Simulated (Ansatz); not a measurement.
Cu Kα1 powder pattern (kinematic, no thermal factors).
| 2θ (°) | relative intensity |
| --- | --- |
| 15.67 | 2 |
| 22.47 | 100 |
| 22.82 | 3 |
| 23.59 | 56 |
| 25.42 | 72 |
| 30.00 | 2 |
| 32.81 | 36 |
| 35.88 | 7 |
| 39.45 | 91 |
| 42.61 | 91 |
| 45.87 | 15 |
| 46.48 | 53 |
| 47.52 | 13 |
| 52.22 | 9 |
| 54.37 | 2 |
| 57.88 | 2 |
| 59.46 | 33 |
| 62.06 | 12 |
| 63.41 | 11 |
| 66.32 | 20 |
| 67.36 | 8 |
| 69.22 | 2 |
| 71.54 | 15 |
| 72.31 | 1 |
| 73.72 | 34 |
| 75.66 | 2 |
| 76.52 | 12 |
| 79.76 | 3 |
| 79.99 | 12 |
| 80.11 | 3 |
| 84.90 | 10 |
| 85.64 | 1 |
| 88.86 | 8 |
| 89.26 | 4 |
| 89.70 | 8 |

The pattern is computed from a structure relaxed with DFT PBE, scalar-relativistic, plane waves, PAW (Ansatz). No spin polarisation. Its elements are Cd, Te, Zn.

**Question.** Give the structure.

**Answer.** ZnCd$_{2}$Te$_{3}$.
Space group P6_3mc (No. 186). a = 4.565 Å, b = 4.565 Å, c = 22.606 Å, α = 90.00°, β = 90.00°, γ = 120.00°
```
atom  site  symmetry       x       y       z
  Zn    2b       3m. 0.3333  0.6667  0.3346
  Cd    2b       3m. 0.3333  0.6667  0.9997
  Cd    2b       3m. 0.3333  0.6667  0.6723
  Te    2b       3m. 0.3333  0.6667  0.1259
  Te    2b       3m. 0.3333  0.6667  0.4535
  Te    2b       3m. 0.3333  0.6667  0.7989
```

A pattern alone doesn't exclude other cells with like lines; this is the one computed.

The cell was found from a structure generator's guess, not taken from experiment.
